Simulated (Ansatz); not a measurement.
MoP under changes of volume

One of the cells (14.353 Å³/atom); the others are scaled copies at fixed shape and fractional positions:

```
Mo P
1.0
     3.22300    0.00000    0.00000
    -1.61150    2.79120    0.00000
     0.00000    0.00000    3.19100
Mo P
1 1
Cartesian
  0.0000 0.0000 0.0000
  0.0000 1.8608 1.5955
```

```yaml
Program: Ansatz 0.2.0
Functional: PBEsol
Potentials_or_basis: all-electron LAPW, scalar-relativistic
Cutoff: 254 eV (chosen from the basis error)
Basis_error_allowed: 0.001 eV/atom
k_mesh: 10 × 10 × 8
Occupations: fermi-dirac, width 0.05 eV
Spin: no spin polarisation
```

```tsv
volume (Å³/atom)	energy over the lowest point (meV/atom)	pressure (GPa)
13.492	?	?
13.779	6.37	6.3
14.066	0.00	1.0
14.353	2.65	-3.8
14.640	13.39	-8.1
14.927	31.38	-11.9
15.214	55.85	-15.3
```

Question: What does the run at 13.492 Å³/atom give?

Answer: Energy over the lowest point 22.82 meV/atom; pressure 12.2 GPa.

Worked out: A Birch-Murnaghan fit of order 3 (a polynomial in V^(-2/3)) to the other rows has its minimum at 14.12 Å³/atom with B0 = V·E''(V) = 243 GPa and B' = 4.4 at fixed shape and positions, which overstates the stiffness. It gives 22.83 meV/atom at 13.492 Å³/atom, against the run's 22.82, and -dE/dV = 12.2 GPa, against 12.2.

Energies are extrapolated to zero smearing.
